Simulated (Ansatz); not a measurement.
Structures of NaCl: which is lowest?

Plane-wave DFT in Ansatz with scalar-relativistic PAW potentials, cutoff 500 eV, Γ-centred meshes chosen by cell and gap, Gaussian smearing with energies taken to zero width. Every cell was relaxed (cell and atoms) in a run of its own, within the symmetry of its start. Functional: r2SCAN.

Relaxed structures (starts from databases or built by putting these elements on another compound's sites):
A. Fm-3m, 2 atoms in the computed cell, a = 5.608 Å; sites (symmetry × multiplicity) Na m-3m × 4, Cl m-3m × 4; start: database
B. Pm-3m, 2 atoms in the computed cell, a = 3.460 Å; sites (symmetry × multiplicity) Na m-3m × 1, Cl m-3m × 1; start: built

Problem. Rank them by energy. Could pressure change the order?

Solution.
| structure | group | E − E(lowest) (meV/atom) | V (Å³/atom) | gap on mesh (eV) |
| --- | --- | --- | --- | --- |
| A | Fm-3m | 0.0 | 22.05 | 5.97 |
| B | Pm-3m | 160 | 20.70 | 4.92 |

A is lowest, 160 meV/atom under B. B is denser by 1.34 Å³/atom, so pressure favours it: ΔE/ΔV, with ΔE in eV and 1 eV/Å³ = 160.2 GPa, gives about 19 GPa for equal enthalpy if both cells were rigid; at such pressures compression changes ΔV much, so this is a scale only. Other structures may lie lower than all of these, and vibrations aren't counted.